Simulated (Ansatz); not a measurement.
**A strain series on HfO2 (Pca2_1): epitaxial in the xy plane**

HfO2 (Pca2_1) from a database structure, relaxed with r2SCAN in Ansatz 0.2.0, then strained (epitaxial in the xy plane; changes of length per length, axes as in the cell below) with the atoms relaxed again within the symmetry that is left. Space group Pca2_1 (No. 29), orthorhombic; conventional cell a = 5.247 Å, b = 5.030 Å, c = 5.059 Å, 11.13 Å³ an atom. Around Hf lie 7 O at 2.03–2.24 Å; around O lie 3 Hf at 2.03–2.14 Å; around O lie 4 Hf at 2.12–2.24 Å. Calculated for a static, non-magnetic cell.

```yaml
crystal:
  lattice:
    - [5.24651, 0.00000, 0.00000]
    - [0.00000, 5.03037, 0.00000]
    - [0.00000, 0.00000, 5.05930]
  atoms:
    - { symbol: Hf, position: [0.03251, 0.26702, 0.24109] }
    - { symbol: Hf, position: [0.46749, 0.26702, 0.74109] }
    - { symbol: Hf, position: [0.53251, 0.73298, 0.24109] }
    - { symbol: Hf, position: [0.96749, 0.73298, 0.74109] }
    - { symbol: O, position: [0.36703, 0.07001, 0.38077] }
    - { symbol: O, position: [0.13297, 0.07001, 0.88077] }
    - { symbol: O, position: [0.73217, 0.46109, 0.49114] }
    - { symbol: O, position: [0.76783, 0.46109, 0.99114] }
    - { symbol: O, position: [0.26783, 0.53891, 0.99114] }
    - { symbol: O, position: [0.23217, 0.53891, 0.49114] }
    - { symbol: O, position: [0.86703, 0.92999, 0.38077] }
    - { symbol: O, position: [0.63297, 0.92999, 0.88077] }
```

Gaps are the least over each mesh (PBE 6×6×6, r2SCAN 6×6×6, HSE06 4×4×4 when unstrained) and the special points, which keep their unstrained names; stress is the change from the unstrained cell, compression positive.

| strain (%) | free normal strain (%) | gap, PBE (eV) | gap, r2SCAN (eV) | gap, HSE06 (eV) | edges, HSE06 | in-plane stress, r2SCAN (GPa) | energy rise, r2SCAN (meV/atom) |
| --- | --- | --- | --- | --- | --- | --- | --- |
| -3.0 | +2.02 | 4.381 | 4.912 | 6.059 | Γ → Y | +16.16 | 32.4 |
| -2.0 | +1.30 | 4.431 | 4.952 | 6.086 | Γ → (0.266, -1/2, 0.339) | +10.43 | 14.1 |
| -1.0 | +0.63 | 4.436 | 4.957 | 6.098 | Γ → (0.266, -1/2, 0.349) | +5.02 | 3.4 |
| 0.0 | 0.00 | 4.425 | 4.943 | 6.083 | Γ → (0.266, -1/2, 0.354) | 0.00 | 0.0 |
| +1.0 | -0.56 | 4.421 | 4.936 | 6.075 | Γ → (0.266, -1/2, 0.365) | -4.53 | 3.2 |
| +2.0 | -1.05 | 4.437 | 4.949 | 6.089 | Γ → (0.266, -1/2, 3/8) | -8.34 | 12.3 |
| +3.0 | -1.43 | 4.493 | 5.004 | 6.146 | Γ–Y (0.06) → (0.255, -1/2, 0.396) | -11.09 | 26.1 |

Between zero and the nearest strains the slope of the HSE06 gap against strain is -0.015 eV per percent for negative and -0.008 for positive strain.

Spin-orbit coupling is left out, which matters wherever the heavy atoms make up the band edges.

Where an edge lies off the special points, it is a point of the mesh or the k point where a search put PBE's edge or least direct gap, reused for the other functionals, whose own edges may lie a little apart.

Coordinates of k points refer to the reciprocal vectors of the primitive cell of the runs.

The meshes of the hybrids are coarse, so their gaps aren't converged to the digits shown.
